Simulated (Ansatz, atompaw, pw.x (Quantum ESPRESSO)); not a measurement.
## What a changed setting does to a pw.x run (diamond Si)

Potential: PAW, atompaw 4.2.0.5, PBE; core [Ne], reference 3s1.5 3p2.5; waves: 3s (bound): rc 1.90 bohr; 3s channel at -0.05 Ry: rc 1.90 bohr; 3p (bound): rc 1.90 bohr; 3p channel at 3.6 Ry: rc 1.74 bohr; 3d channel at 0.3 Ry: rc 1.90 bohr; 3d channel at 1.7 Ry: rc 1.90 bohr; local part: ultrasoft scheme with l = 3 at 0 Ry, radius 1.80 bohr; core correction: smooth core density matched at 1.64 bohr; augmentation: gaussian compensation charge, radius 1.84 bohr; PAW radius 1.90 bohr; waves and projectors: custom polynom vanderbiltortho.

The reference run (k-mesh 8³, cutoffs 40/400 Ry, Fermi–Dirac 0.01 Ry, mixing_beta 0.4, conv_thr 1e-9, no spin) gives 0.04 GPa at 20.463 Å³/atom, where all-electron LAPW gives -0.05 GPa. This run, with its own iteration cap, changes k-mesh points per axis to 6.

```
&control
  calculation='scf', prefix='x', pseudo_dir='./', outdir='./tmp', tstress=.true., disk_io='none'
/
&system
  ibrav=0, nat=2, ntyp=1, ecutwfc=40, ecutrho=400, nbnd=11,
  occupations='smearing', smearing='fd', degauss=0.01
/
&electrons
  conv_thr=1e-09, mixing_beta=0.4, electron_maxstep=70
/
ATOMIC_SPECIES
Si 1.0 Si.UPF
CELL_PARAMETERS angstrom
  0.00000000 2.73520428 2.73520428
  2.73520428 0.00000000 2.73520428
  2.73520428 2.73520428 0.00000000
ATOMIC_POSITIONS crystal
Si 0.0000 0.0000 0.0000
Si 0.2500 0.2500 0.2500
K_POINTS automatic
6 6 6 0 0 0
```

```bash
pw.x < Si.scf.in > Si.scf.out
```

Task: How does the run end?

Result: It converges in 7 iterations; the free energy moves by +9.8 meV/atom and the pressure by +0.05 GPa.

```
Message from routine setup:
     using ibrav=0 with symmetry is DISCOURAGED, use correct ibrav instead
     lattice parameter (alat)  =       7.3098  a.u.
     unit-cell volume          =     276.1823 (a.u.)^3
     number of electrons       =         8.00
     number of Kohn-Sham states=           11
     kinetic-energy cutoff     =      40.0000  Ry
     charge density cutoff     =     400.0000  Ry
     scf convergence threshold =      1.0E-09
     Exchange-correlation= SLA PW PBX PBC
     number of k points=    16  Fermi-Dirac smearing, width (Ry)=  0.0100
     negative rho (up, down):  7.293E-03 0.000E+00
     iteration #  1     ecut=    40.00 Ry     beta= 0.40
     negative rho (up, down):  7.043E-03 0.000E+00
     total energy              =     -93.46806609 Ry
     estimated scf accuracy    <       0.07368759 Ry
     iteration #  2     ecut=    40.00 Ry     beta= 0.40
     negative rho (up, down):  6.629E-03 0.000E+00
     total energy              =     -93.45971915 Ry
     estimated scf accuracy    <       0.01978531 Ry
     iteration #  3     ecut=    40.00 Ry     beta= 0.40
     negative rho (up, down):  6.642E-03 0.000E+00
     total energy              =     -93.46056927 Ry
     estimated scf accuracy    <       0.00010766 Ry
     iteration #  4     ecut=    40.00 Ry     beta= 0.40
     negative rho (up, down):  6.731E-03 0.000E+00
     total energy              =     -93.46061567 Ry
     estimated scf accuracy    <       0.00000140 Ry
     iteration #  5     ecut=    40.00 Ry     beta= 0.40
     negative rho (up, down):  6.844E-03 0.000E+00
     total energy              =     -93.46061836 Ry
     estimated scf accuracy    <       0.00000030 Ry
     iteration #  6     ecut=    40.00 Ry     beta= 0.40
     negative rho (up, down):  6.843E-03 0.000E+00
     total energy              =     -93.46061841 Ry
     estimated scf accuracy    <          8.9E-09 Ry
     iteration #  7     ecut=    40.00 Ry     beta= 0.40
     negative rho (up, down):  6.844E-03 0.000E+00
     the Fermi energy is     6.3036 ev
!    total energy              =     -93.46061841 Ry
     estimated scf accuracy    <          4.9E-10 Ry
     smearing contrib. (-TS)   =      -0.00035707 Ry
     The total energy is F=E-TS. E is the sum of the following terms:
     one-electron contribution =       5.55108064 Ry
     hartree contribution      =       1.11650053 Ry
     xc contribution           =      -5.48083081 Ry
     ewald contribution        =     -16.67485408 Ry
     one-center paw contrib.   =     -77.97215762 Ry
     convergence has been achieved in   7 iterations
     negative rho (up, down):  6.844E-03 0.000E+00
          total   stress  (Ry/bohr**3)                   (kbar)     P=        0.91
     Message from routine punch:
     Nothing written, as per user request (disk_io='none')
```

The run took about 6.1 s on one core of a shared host (AMD EPYC 9R45 96-Core Processor, 96 threads, 376 GiB, load 42).
